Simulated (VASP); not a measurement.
# Ge (I4_1/amd) in VASP: a series of runs

Runs on Ge. Level: PBEsol. Tasks: relaxation of cell and atoms, single point.

Everything below comes from runs of VASP 6.6.1. Logs are shortened: lines on timing, memory, paths and dates and some standing lists are left out, and cuts for length are marked.

## 1. The structure

Symmetry: I4_1/amd, No. 141, tetragonal system. The conventional cell has a = 4.854 Å, b = 4.854 Å, c = 2.748 Å, α = 90.00°, β = 90.00°, γ = 90.00°. Ge (site symmetry -4m2) is surrounded by 6 Ge at 2.52 to 2.75 Å.

This isn't the form of Ge at room conditions, which is diamond.

## 2. Relaxation of cell and atoms, PBEsol, target pressure 13.3 GPa, at which the enthalpy is minimised

Contents of INCAR:

```
  PREC = Accurate
  ENCUT = 600
  EDIFF = 1E-7
  ISMEAR = 0
  SIGMA = 0.1
  LREAL = False
  LASPH = True
  NELM = 100
  ALGO = Normal
  ISIF = 3
  LWAVE = False
  LCHARG = False
  GGA = PS
  IBRION = 2
  NSW = 80
  EDIFFG = -0.05
  PSTRESS = 133.0
```

Contents of KPOINTS:

```
regular mesh
0
Gamma
  8 8 8
```

Contents of POSCAR:

```
Ge
1.0
   -2.4270742935      2.4270742935      1.3741852497
    2.4270742935     -2.4270742935      1.3741852497
    2.4270742935      2.4270742935     -1.3741852497
Ge
2
Direct
    0.2500000000      0.7500000000      0.5000000000
    0.5000000000      0.5000000000      0.0000000000
```

Potentials or basis: VASP PAW PBE potentials, release 64 (Ge_d).

Launch:

```
> cat potpaw_PBE.64/Ge_d/POTCAR > POTCAR
> mpirun -np 1 vasp_std > vasp.out
```

OUTCAR:

```text
PREC = Accurate
   ENCUT = 600
   EDIFF = 1E-7
   ISMEAR = 0
   LREAL = False
   LASPH = True
   NELM = 100
   ISIF = 3
   GGA = PS
   IBRION = 2
   NSW = 80
   EDIFFG = -0.05
   PSTRESS = 133.0

 ion  position               nearest neighbor table
   1  0.250  0.750  0.500-   2 2.52   2 2.52   2 2.52   2 2.52
   2  0.500  0.500  0.000-   1 2.52   1 2.52   1 2.52   1 2.52

  LATTYP: Found a body centered tetragonal cell.
 ALAT       =     4.8541485870
 C/A-ratio  =     0.5661900229

  Lattice vectors:

 A1 = (  -2.4270742935,   2.4270742935,   1.3741852497)
 A2 = (   2.4270742935,  -2.4270742935,   1.3741852497)
 A3 = (   2.4270742935,   2.4270742935,  -1.3741852497)

Analysis of symmetry for initial positions (statically):
=====================================================================
 Subroutine PRICEL returns:
 Original cell was already a primitive cell.

 Routine SETGRP: Setting up the symmetry group for a
 body centered tetragonal supercell.

 Subroutine GETGRP returns: Found 16 space group operations
 (whereof  8 operations were pure point group operations)
 out of a pool of 16 trial point group operations.

The static configuration has the point symmetry D_2d.
 The point group associated with its full space group is D_4h.

Analysis of symmetry for dynamics (positions and initial velocities):
=====================================================================
 Subroutine PRICEL returns:
 Original cell was already a primitive cell.

 Routine SETGRP: Setting up the symmetry group for a
 body centered tetragonal supercell.

 Subroutine GETGRP returns: Found 16 space group operations
 (whereof  8 operations were pure point group operations)
 out of a pool of 16 trial point group operations.

The dynamic configuration has the point symmetry D_2d.
 The point group associated with its full space group is D_4h.

 Subroutine INISYM returns: Found 16 space group operations
 (whereof  8 operations are pure point group operations),
 and found     1 'primitive' translations

----------------------------------------------------------------------------------------

                                     Primitive cell

  volume of cell :      32.3796

  direct lattice vectors                    reciprocal lattice vectors
    -2.427074294  2.427074294  1.374185250     0.000000000  0.206009351  0.363851963
     2.427074294 -2.427074294  1.374185250     0.206009351  0.000000000  0.363851963
     2.427074294  2.427074294 -1.374185250     0.206009351  0.206009351  0.000000000

  length of vectors
     3.697264442  3.697264442  3.697264442     0.418124507  0.418124507  0.291341218

  position of ions in fractional coordinates (direct lattice)
     0.250000000  0.750000000  0.500000000
     0.500000000  0.500000000  0.000000000

  ion indices of the primitive-cell ions
   primitive index   ion index
                 1           1
                 2           2

----------------------------------------------------------------------------------------

 KPOINTS: regular mesh

Automatic generation of k-mesh.
 Grid dimensions read from file:
 generate k-points for:    8    8    8

 Generating k-lattice:

  Cartesian coordinates                     Fractional coordinates (reciprocal lattice)
     0.000000000  0.025751169  0.045481495     0.125000000 -0.000000000  0.000000000
     0.025751169  0.000000000  0.045481495    -0.000000000  0.125000000  0.000000000
     0.025751169  0.025751169  0.000000000     0.000000000  0.000000000  0.125000000

  Length of vectors
     0.052265563  0.052265563  0.036417652

  Shift w.r.t. Gamma in fractional coordinates (k-lattice)
     0.000000000  0.000000000  0.000000000

 Subroutine IBZKPT returns following result:
 ===========================================

 Found     59 irreducible k-points:

 Following reciprocal coordinates:
            Coordinates               Weight
  0.000000  0.000000  0.000000      1.000000
  0.125000  0.000000 -0.000000      8.000000
  0.250000  0.000000 -0.000000      8.000000
  0.375000  0.000000  0.000000      8.000000
  0.500000  0.000000 -0.000000      4.000000
  0.125000  0.125000 -0.000000      8.000000
[... 16 lines left out ...]
  0.250000  0.125000  0.125000     16.000000
  0.375000  0.125000  0.125000      8.000000
 [... further k-points ...]
   k-points           NKPTS =     59   k-points in BZ     NKDIM =     59   number of bands    NBANDS=     18
   number of dos      NEDOS =    301   number of ions     NIONS =      2
   total plane-waves  NPLWV =  27000
   dimension x,y,z NGX =    30 NGY =   30 NGZ =   30
   dimension x,y,z NGXF=    60 NGYF=   60 NGZF=   60
   ions per type =               2
   NGX,Y,Z   is equivalent  to a cutoff of  13.49, 13.49, 13.49 a.u.
   NGXF,Y,Z  is equivalent  to a cutoff of  26.98, 26.98, 26.98 a.u.
 SYSTEM =  unknown system
   PREC   = accura    normal or accurate (medium, high low for compatibility)
   ISTART =      0    job   : 0-new  1-cont  2-samecut
   ICHARG =      2    charge: 1-file 2-atom 10-const
   ISPIN  =      1    spin polarized calculation?
   LNONCOLLINEAR =      F non collinear calculations
   LSORBIT =      F    spin-orbit coupling
   LASPH  =      T    aspherical Exc in radial PAW
   ENCUT  =  600.0 eV  44.10 Ry    6.64 a.u.   7.38  7.38  7.38*2*pi/ulx,y,z
   NELM   =    100;   NELMIN=  2; NELMDL= -5     # of ELM steps
   EDIFF  = 0.1E-06   stopping-criterion for ELM
   LREAL  =      F    real-space projection
   EDIFFG = -.5E-01   stopping-criterion for IOM
   NSW    =     80    number of steps for IOM
   IBRION =      2    ionic relax: 0-MD 1-quasi-New 2-CG
   NFREE  =      1    steps in history (QN), initial steepest desc. (CG)
   ISIF   =      3    stress and relaxation
   ISYM   =      2    0-nonsym 1-usesym 2-fastsym
   POTIM  = 0.5000    time-step for ionic-motion
   TEBEG  =    0.0;   TEEND  =   0.0 temperature during run
   PSTRESS=  133.0 pullay stress
   NELECT =      28.0000    total number of electrons
   NUPDOWN=      -1.0000    fix difference up-down
   EMIN   =  10.00;   EMAX   =-10.00  energy-range for DOS
   EFERMI =   0.00;   METHOD = LEGACY
   ISMEAR =     0;   SIGMA  =   0.10  broadening in eV -4-tet -1-fermi 0-gaus
   EFERMI_NEDOS =   21; number of points for ismear=-14 and -15
   IALGO  =     38    algorithm
   IMIX   =      4    mixing-type and parameters
     AMIX     =   0.40;   BMIX     =  1.00
     AMIX_MAG =   1.60;   BMIX_MAG =  1.00
  volume/ion in A,a.u.               =      16.19       109.25
  Fermi-wavevector in a.u.,A,eV,Ry     =   1.559686  2.947378 33.097789  2.432619
  Thomas-Fermi vector in A             =   2.663008
   LORBIT       =      0    0 simple, 1 ext, 2 COOP (PROOUT), +10 PAW based schemes
   GGA     = PS    functional components
   LHFCALC =     F    Hartree Fock is set to
   AEXX    =    0.0000 exact exchange contribution
   IVDW    =     0    specifies the selected vdW correction
   LEPSILON=     F    determine dielectric tensor
   LRPA    =     F    only Hartree local field effects (RPA)
 conjugate gradient relaxation of ions
 non-spin polarized calculation
 Gauss-broadening in eV      SIGMA  =   0.10
  energy-cutoff  :      600.00
  volume of cell :       32.38
 maximum number of plane-waves:      1109
 NGX is ok and might be reduce to    30
   NGX = 15   NGY = 15   NGZ = 15

 number of electron      28.0000009 magnetization

 Free energy of the ion-electron system (eV)
  ---------------------------------------------------
  ext. energy  EPLUGINS =         0.00000000
  ---------------------------------------------------
  free energy    TOTEN  =        -9.37550563 eV

  energy without entropy =       -9.37199265  energy(sigma->0) =       -9.37374914

 E-fermi :   8.1988     XC(G=0): -12.1697

 val. band max:        8.1843051576   @ k =   0.2500   0.1250  -0.0000
 cond. band min:       8.3586648523   @ k =   0.1250   0.1250  -0.0000
 fundamental gap:      0.1743596946
 Fermi energy:         8.1987589857

 k-point     1 :       0.0000    0.0000    0.0000
  band No.  band energies     occupation
      1     -16.6206      2.00000
      2     -16.5163      2.00000
      3     -16.5038      2.00000
      4     -16.4615      2.00000
      5     -16.3441      2.00000
      6     -16.3441      2.00000
[... 10 lines left out ...]
     17      16.9302      0.00000
     18      17.1888      0.00000

 k-point     2 :       0.1250    0.0000   -0.0000
  band No.  band energies     occupation
      1     -16.6116      2.00000
      2     -16.5037      2.00000
      3     -16.4839      2.00000
      4     -16.4371      2.00000
      5     -16.3627      2.00000
      6     -16.3542      2.00000
[... 10 lines left out ...]
     17      14.2816      0.00000
     18      16.0634      0.00000

 k-point     3 :       0.2500    0.0000   -0.0000
  band No.  band energies     occupation
      1     -16.5883      2.00000
      2     -16.4746      2.00000
      3     -16.4535      2.00000
      4     -16.4168      2.00000
      5     -16.3940      2.00000
      6     -16.3491      2.00000
[... 10 lines left out ...]
     17      13.3810      0.00000
     18      14.3098      0.00000

 k-point     4 :       0.3750    0.0000    0.0000
  band No.  band energies     occupation
      1     -16.5645      2.00000
      2     -16.4624      2.00000
      3     -16.4535      2.00000
      4     -16.4393      2.00000
      5     -16.3992      2.00000
      6     -16.3679      2.00000
[... 375 lines left out ...]
      4     -16.4252      2.00000
      5     -16.3993      2.00000
      6     -16.3453      2.00000
[... 10 lines left out ...]
     17      14.5294      0.00000
     18      14.6064      0.00000

 k-point    23 :       0.2500    0.1250    0.1250
  band No.  band energies     occupation
      1     -16.5640      2.00000
      2     -16.4780      2.00000
      3     -16.4505      2.00000
      4     -16.4249      2.00000
      5     -16.4108      2.00000
      6     -16.3448      2.00000
[... 10 lines left out ...]
     17      13.3543      0.00000
     18      13.6112      0.00000

 k-point    24 :       0.3750    0.1250    0.1250
  band No.  band energies     occupation
      1     -16.5575      2.00000
      2     -16.4910      2.00000
      3     -16.4708      2.00000
      4     -16.4176      2.00000
      5     -16.4045      2.00000
      6     -16.3344      2.00000
[... 10 lines left out ...]
     17      12.7561      0.00000
     18      14.4223      0.00000

 [... further k-points ...]
[... 5 lines left out ...]
  --------------------------------------------------------------------------------------
  -------------------------------------------------------------------------------------
  Total        2.6588350      2.6588350      2.6902682      0.0000000      0.0000000      0.0000000
  in kB      131.5620269    131.5620269    133.1173736      0.0000000      0.0000000      0.0000000
  external PRESSURE =      -0.9195242 kB  Pullay stress =     133.0000000 kB

 VOLUME and BASIS-vectors are now :
 -----------------------------------------------------------------------------
  energy-cutoff  :      600.00
  volume of cell :       32.38
      direct lattice vectors                 reciprocal lattice vectors
    -2.427074294  2.427074294  1.374185250     0.000000000  0.206009351  0.363851963
     2.427074294 -2.427074294  1.374185250     0.206009351  0.000000000  0.363851963
     2.427074294  2.427074294 -1.374185250     0.206009351  0.206009351  0.000000000

 POSITION                                       TOTAL-FORCE (eV/Angst)
 -----------------------------------------------------------------------------------
      2.42707      0.00000      0.68709         0.000000      0.000000     -0.000000
      0.00000      0.00000      1.37419        -0.000000     -0.000000      0.000000
 -----------------------------------------------------------------------------------
    total drift:                                0.000000     -0.000000      0.000000

  FREE ENERGIE OF THE ION-ELECTRON SYSTEM (eV)
  ---------------------------------------------------
  free  energy   TOTEN  =        -9.3755056290 eV

  energy  without entropy=       -9.3719926486  energy(sigma->0) =       -9.37374914

  enthalpy is  TOTEN    =        -6.6876095527 eV   P V=        2.6878960763

 reached required accuracy - stopping structural energy minimisation
```

Wall time 40 s (1 thread of Intel Xeon Platinum 8259CL at 2.50GHz (Skylake/Cascade Lake), shared host); peak memory 0.18 GiB.

Results:

- Free energy: -9.3755 eV
- Pressure after relaxing: 13.2 GPa
- Band gap on the k mesh: none (metal or under the smearing width)

Stress tensor (GPa, compression positive):
```
13.16  0.00  0.00
 0.00 13.16  0.00
 0.00  0.00 13.31
```

Final structure:
```xyz
2
Lattice="-2.4271 2.4271 1.3742 2.4271 -2.4271 1.3742 2.4271 2.4271 -1.3742" Properties=species:S:1:pos:R:3 pbc="T T T"
Ge    2.4271    0.0000    0.6871
Ge    0.0000    0.0000    1.3742
```

Levels at points of the mesh, in eV from the Fermi level:
```csv
k point,band 12,band 13,band 14,band 15,band 16,band 17
"(0.00, 0.00, 0.00)",-2.95,-2.48,-2.48,3.18,8.51,8.73
"(0.50, 0.00, 0.00)",-7.18,-2.34,-2.14,-1.83,2.22,4.17
"(0.50, 0.50, 0.00)",-11.34,0.89,0.89,2.77,2.77,7.55
"(0.50, 0.50, 0.50)",-9.03,-6.77,-6.77,5.77,5.77,13.39
```

Caveat: the relaxation stopped at its first step, so nothing moved; the cell is relaxed towards a set pressure, so the enthalpy falls and the energy may rise; the PAW data sets were made with another functional, which shifts forces and pressure a little.

(Part 1 of 2 ends here.)
